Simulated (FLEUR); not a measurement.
The system is CuAu.

```
Au Cu
1.0
     2.81075    0.00000    0.00000
     0.00000    2.81075    0.00000
     0.00000    0.00000    3.68500
Au Cu
1 1
Direct
  0.00000 0.00000 0.00000
  0.50000 0.50000 0.50000
```

| Quantity | Value |
| --- | --- |
| Program | FLEUR MaX-R8.1 (later development tree) |
| Task | single point |
| Functional | PBE |
| Potentials or basis | all-electron |
| Basis | FLAPW |
| Kmax | 4.26 1/bohr |
| k mesh | 9 × 9 × 7 |
| Occupations | fermi-dirac, width 0.05 eV |
| Spin | no spin polarisation |
| Gmax | 13.2 1/bohr |
| Muffin-tin radii | Au 2.3, Cu 2.3 bohr |
| lmax | Au 9, Cu 9 |
| lnonsphr | Au 9, Cu 9 |
| Local orbitals a species | Au 5, Cu 5 |
| Max iterations | 60 |
| Mixing factor | 0.05 |
| Mixer | Anderson |
| Mixer history | 15 |

On this cell: largest force under 0.003 eV/Å; band gap on the k mesh none (metal or under the smearing width).

The same run follows on a disturbed copy (atoms moved at random, drawn with an rms of 0.05 Å):

```
Au Cu
1.0
     2.81075    0.00000    0.00000
     0.00000    2.81075    0.00000
     0.00000    0.00000    3.68500
Au Cu
1 1
Cartesian
  -0.0198 0.0089 -0.0574
  1.3957 1.3765 1.8232
```

Question: What changes?

Answer: The energy (extrapolated to zero smearing) moves by +4.0 meV/atom; largest force 0.305 eV/Å; band gap on the k mesh none (metal or under the smearing width).

Forces on the atoms (eV/Å):
```
Au   0.037 -0.135  0.271
Cu  -0.036  0.135 -0.271
```
